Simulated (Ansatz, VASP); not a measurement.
**ZnSe in VASP and in Ansatz**

```
Zn Se
1.0
     0.00000    2.83244    2.83244
     2.83244    0.00000    2.83244
     2.83244    2.83244    0.00000
Zn Se
1 1
Cartesian
  0.0000 0.0000 0.0000
  1.4162 1.4162 1.4162
```

The cell is a database's computed one.

Alike in both runs: task single point; functional PBE; k mesh 6 × 6 × 6; occupations gaussian, width 0.1 eV; no spin polarisation.

```csv
,VASP,Ansatz
version,VASP 6.6.1,Ansatz 0.2.0
potentials or method,"VASP PAW PBE potentials, release 64 (Zn, Se)","scalar-relativistic, plane waves, PAW"
plane-wave cutoff (eV),520,420
valence electrons in the cell,18,28
```

```csv
,VASP,Ansatz,Ansatz less VASP
gap on the k mesh at the Fermi level (eV),1.29,1.29,-0.002
least direct gap on the mesh (eV),1.29,1.29,-0.002
pressure (GPa),2.5,2.2,-0.25
```

The two sets of potentials don't hold the same shells in valence.

Expect the measured gap to be larger: semilocal functionals such as PBE lack the derivative discontinuity.
